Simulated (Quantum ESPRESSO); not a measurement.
Crystal: TaN.

```
CELL_PARAMETERS angstrom
2.93800 0.00000 0.00000
-1.46900 2.54438 0.00000
0.00000 0.00000 2.88300
ATOMIC_POSITIONS crystal
Ta 0.00000 0.00000 0.50000
N 0.66667 0.33333 0.00000
```

Base run:

* Program: Quantum ESPRESSO 7.5
* Functional: PBEsol
* Potentials or basis: GBRV 1.5 PBEsol
* Cutoff: 762 eV
* Density cutoff: 6095 eV
* k mesh: 10 × 10 × 9
* Occupations: fermi-dirac, width 0.05 eV
* Spin: no spin polarisation
* Hubbard terms: Ta d U = 6 eV

Its results: band gap on the k mesh none (metal or under the smearing width); pressure 1.6 GPa.

**Question.** The run is repeated on the same cell with these changes: hubbard terms from Ta d U = 6 eV to Ta d U = 2 eV. What comes out?

**Answer.** Band gap on the k mesh none (metal or under the smearing width); pressure -2.9 GPa.

Caveats: U without spin polarisation on a metal has little footing.
